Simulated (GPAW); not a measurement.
ZnS (Wurtzite-2H): relaxation of cell and atoms with r2SCAN+D3(BJ)

Crystal: ZnS (Wurtzite-2H).

```xyz
4
Lattice="3.8110 0.0000 0.0000 -1.9055 3.3004 0.0000 0.0000 0.0000 6.2340" Properties=species:S:1:pos:R:3 pbc="T T T"
Zn    1.9055    1.1001    3.1170
Zn    0.0000    2.2003    0.0000
S     1.9055    1.1001    5.5171
S     0.0000    2.2003    2.4001
```

* Program: GPAW 26.7.0
* Task: relaxation of cell and atoms
* Functional: r2SCAN
* Dispersion: D3(BJ)
* Potentials or basis: GPAW PAW data sets (gpaw-data 1.2.1)
* Cutoff: 600 eV
* Basis: pw
* k mesh: 6 × 6 × 3
* Occupations: fermi-dirac, width 0.05 eV
* Spin: no spin polarisation
* Maxiter: 150
* Optimizer: BFGS
* Fmax: 0.05 eV/Å
* Max steps: 40

```yaml
Relaxed_volume: 19.14 Å³/atom
Relaxed_cell: a = 3.781 Å, b = 3.781 Å, c = 6.185 Å, α = 90.00°, β = 90.00°, γ = 120.00°
Space_group_after_relaxing_to_0.05_Å: P6_3mc (No. 186)
Energy_gained_by_relaxing: 7.4 meV/atom
Ionic_steps: 8
Pressure_after_relaxing: 0.1 GPa
Largest_force_after_relaxing: 0.013 eV/Å
Band_gap_on_the_k_mesh: 2.90 eV, direct
Dispersion_energy_per_atom: -0.150 eV
```

Forces in eV/Å, atoms in the order of the input:
```
Zn   0.000  0.000  0.012
Zn   0.000  0.000  0.012
S    0.000  0.000 -0.013
S    0.000  0.000 -0.013
```

Stress tensor (GPa, compression positive):
```
0.03 0.00 0.00
0.00 0.03 0.00
0.00 0.00 0.33
```

Step by step:
| step | energy change (eV) | largest force (eV/Å) | pressure (GPa) | volume (Å³) |
| --- | --- | --- | --- | --- |
| 1 | 0.0000 | 0.3123 | -1.54 | 78.41 |
| 2 | -0.0070 | 0.2737 | -1.44 | 78.25 |
| 3 | -0.0258 | 0.1222 | -0.30 | 77.01 |
| 4 | -0.0280 | 0.0020 | -0.57 | 77.25 |
| 5 | -0.0283 | 0.0069 | -0.48 | 77.16 |
| 6 | -0.0293 | 0.0139 | 0.03 | 76.68 |
| 7 | -0.0295 | 0.0020 | 0.12 | 76.59 |
| 8 | -0.0296 | 0.0133 | 0.13 | 76.58 |

Final structure:
```
Zn S
1.0
     3.78102    0.00000    0.00000
    -1.89051    3.27446    0.00000
     0.00000    0.00000    6.18515
Zn S
2 2
Direct
  0.66667 0.33333 0.50498
  0.33333 0.66667 0.00498
  0.66667 0.33333 0.88000
  0.33333 0.66667 0.38000
```

Levels at points of the mesh, in eV from the valence-band top:
```tsv
k point	band 15	band 16	band 17	band 18	band 19	band 20	band 21	band 22
(0.00, 0.00, 0.00)	-0.97	-0.07	0.00	0.00	2.90	3.63	6.73	6.73
(0.50, 0.50, 0.00)	-3.46	-2.41	-1.79	-0.95	4.00	4.84	5.44	7.33
```

Run time: 15 min on 1 thread of Intel(R) Xeon(R) Platinum 8259CL CPU @ 2.50GHz (Skylake/Cascade Lake), with other jobs on the host, peak memory 1 GiB.

Caveat: later steps reuse the first step's grids; the PAW data sets were made with another functional, which shifts forces and pressure a little. r2SCAN opens gaps a little over a GGA but as a rule still falls short of measured ones.
